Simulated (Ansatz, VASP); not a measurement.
# One calculation of Al2Ru, two programs

Contents of INCAR:

```
SYSTEM = Al2Ru
  ALGO = Normal
  EDIFF = 1E-6
  ENCUT = 520
  GGA = PS
  ISIF = 2
  ISMEAR = 0
  LASPH = .TRUE.
  LCHARG = .FALSE.
  LREAL = .FALSE.
  LWAVE = .FALSE.
  NBANDS = 29
  NELM = 60
  PREC = Accurate
  SIGMA = 0.1
```

KPOINTS

```
k-points
0
G
  6 6 6
  0 0 0
```

POSCAR

```
Al2Ru
1.0
    0.0000000000      3.9898374997      4.3915250777
    2.3524746913      0.0000000000      4.3915250777
    2.3524746913      3.9898374997      0.0000000000
Al Ru
4 2
Direct
    0.0790610300      0.4209389700      0.0790610300
    0.4209389700      0.0790610300      0.4209389700
    0.1709389700      0.8290610300      0.1709389700
    0.8290610300      0.1709389700      0.8290610300
    0.7500000000      0.7500000000      0.7500000000
    0.5000000000      0.5000000000      0.5000000000
```

Input for Ansatz:

```yaml
crystal:
  lattice:
    - [0.0, 3.9898374997, 4.3915250777]
    - [2.3524746913, 0.0, 4.3915250777]
    - [2.3524746913, 3.9898374997, 0.0]
  atoms:
    - { symbol: Al, position: [0.07906103, 0.42093897, 0.07906103] }
    - { symbol: Al, position: [0.42093897, 0.07906103, 0.42093897] }
    - { symbol: Al, position: [0.17093897, 0.82906103, 0.17093897] }
    - { symbol: Al, position: [0.82906103, 0.17093897, 0.82906103] }
    - { symbol: Ru, position: [0.75, 0.75, 0.75] }
    - { symbol: Ru, position: [0.5, 0.5, 0.5] }
basis:
  ecutwfc: 420
kpoints:
  mp_grid: { grid: [6, 6, 6] }
hamiltonian:
  xc: pbesol
scf:
  occupations: { method: gaussian, width: 0.1 }
output:
  forces: true
  stress: true
  eigenvalues: true
```

The cell comes from a database or a generator and needn't be the stable form of this composition.

Alike in both runs: task single point; functional PBEsol; k mesh 6 × 6 × 6; occupations gaussian, width 0.1 eV; no spin polarisation.

|  | VASP | Ansatz |
| --- | --- | --- |
| version | VASP 6.6.1 | Ansatz 0.2.0 |
| potentials or method | VASP PAW PBE potentials, release 64 (Al, Ru_pv) | scalar-relativistic, plane waves, PAW |
| plane-wave cutoff (eV) | 520 | 420 |
| valence electrons in the cell | 40 | 44 |

VASP gave:

| Item | Value |
| --- | --- |
| gap on the k mesh at the Fermi level (eV) | 0.08 |
| least direct gap on the mesh (eV) | 1.22 |
| pressure (GPa) | -0.4 |
| largest component of the traceless stress (GPa) | 0.14 |
| rms of the force components (eV/Å) | 0.008 |

Q: What did Ansatz give for the same quantities?

A: gap on the k mesh at the Fermi level (eV): 0.08; least direct gap on the mesh (eV): 1.22; pressure (GPa): -0.5; largest component of the traceless stress (GPa): 0.16; rms of the force components (eV/Å): 0.008.

Atom by atom the forces differ by 0.000 eV/Å (rms over components). The two sets of potentials don't hold the same shells in valence.

Caveats: the PAW data sets were made with another functional, which shifts forces and pressure a little (VASP).
